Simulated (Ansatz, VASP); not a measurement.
**Two plane-wave programs on GaSb3**

INCAR

```
SYSTEM = GaSb3
  PREC = Accurate
  ENCUT = 520
  EDIFF = 1E-7
  ISMEAR = 0
  SIGMA = 0.15
  LREAL = .False.
  LASPH = .True.
  NELM = 60
  ALGO = Normal
  ISIF = 2
  LWAVE = .False.
  LCHARG = .True.
  GGA = CA
  LELF = .True.
  LVHAR = .True.
  NBANDS = 22
```

Contents of KPOINTS:

```
Automatic mesh
0
Gamma
  10 10 10
  0 0 0
```

File POSCAR:

```
GaSb3
1.0
    0.0000000000      3.5576755241      3.6540885308
    3.5576755241      0.0000000000      3.6540885308
    3.5576755241      3.5576755241      0.0000000000
Ga Sb
1 3
Direct
    0.0000000000      0.0000000000      0.0000000000
    0.2500000000      0.2500000000      0.2500000000
    0.7500000000      0.7500000000      0.7500000000
    0.5000000000      0.5000000000      0.5000000000
```

Input for Ansatz:

```yaml
crystal:
  lattice:
    - [0.0, 3.5576755241, 3.6540885308]
    - [3.5576755241, 0.0, 3.6540885308]
    - [3.5576755241, 3.5576755241, 0.0]
  atoms:
    - { symbol: Ga, position: [0.0, 0.0, 0.0] }
    - { symbol: Sb, position: [0.25, 0.25, 0.25] }
    - { symbol: Sb, position: [0.75, 0.75, 0.75] }
    - { symbol: Sb, position: [0.5, 0.5, 0.5] }
basis:
  ecutwfc: 420
kpoints:
  mp_grid: { grid: [10, 10, 10] }
hamiltonian:
  xc: lda
  pseudopotentials: { kind: paw, azcp: { folder: soft_1 } }
scf:
  occupations: { method: gaussian, width: 0.15 }
output:
  forces: true
  stress: true
  eigenvalues: true
```

Alike in both runs: task single point; functional LDA; k mesh 10 × 10 × 10; occupations gaussian, width 0.15 eV; no spin polarisation.

|  | VASP | Ansatz |
| --- | --- | --- |
| version | VASP 6.6.1 | Ansatz 0.2.0 |
| potentials or method | VASP PAW LDA potentials, release 64 (Ga_d, Sb) | scalar-relativistic, plane waves, PAW |
| plane-wave cutoff (eV) | 520 | 420 |
| valence electrons in the cell | 28 | 58 |

VASP gave:

* gap on the k mesh at the Fermi level (eV): none
* pressure (GPa): 2.1
* largest component of the traceless stress (GPa): 1.00

Q: Estimate Ansatz's values.

A: gap on the k mesh at the Fermi level (eV): none; pressure (GPa): 2.0; largest component of the traceless stress (GPa): 0.98.

A gap of «none» marks a metal or a gap that the smearing closes. The two sets of potentials don't hold the same shells in valence. Ansatz warned: «pseudo_functional_mismatch».

Spin-orbit coupling is left out, which matters for the levels of Sb.
